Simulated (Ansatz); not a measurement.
# CdSe under changes of volume

One of the cells (23.738 Å³/atom); the others are scaled copies at fixed shape and fractional positions:

```
Cd Se
1.0
     0.00000    2.87396    2.87396
     2.87396    0.00000    2.87396
     2.87396    2.87396    0.00000
Cd Se
1 1
Direct
  0.00000 0.00000 0.00000
  0.50000 0.50000 0.50000
```

Measurements of this composition are mostly on another form, of space group No. 186.

| Item | Value |
| --- | --- |
| Program | Ansatz 0.2.0 |
| Functional | PBEsol |
| Potentials or basis | Ansatz PAW |
| Cutoff | 420 eV (not typed: the program's choice for these potentials) |
| k mesh | 8 × 8 × 8 |
| Occupations | fermi-dirac, width 0.05 eV |
| Spin | no spin polarisation |

```csv
volume (Å³/atom),energy over the lowest point (meV/atom),pressure (GPa)
22.314,0.00,-0.1
22.788,?,?
23.263,8.81,-2.7
23.738,18.59,-3.8
24.213,31.43,-4.8
24.687,46.99,-5.7
25.162,64.95,-6.4
```

What does the run at 22.788 Å³/atom give?

Energy over the lowest point 2.46 meV/atom; pressure -1.5 GPa.

Worked out: A Birch-Murnaghan fit of order 3 (a polynomial in V^(-2/3)) to the other rows has its minimum at 22.27 Å³/atom, just outside them, with B0 = V·E''(V) = 70 GPa and B' = 4.6. It gives 2.46 meV/atom at 22.788 Å³/atom, against the run's 2.46, and -dE/dV = -1.5 GPa, against -1.5.

Energies are extrapolated to zero smearing.

Caveats: the PAW data sets come from PBE, with cores solved anew for the run's functional, which leaves a small shift of forces and pressure.
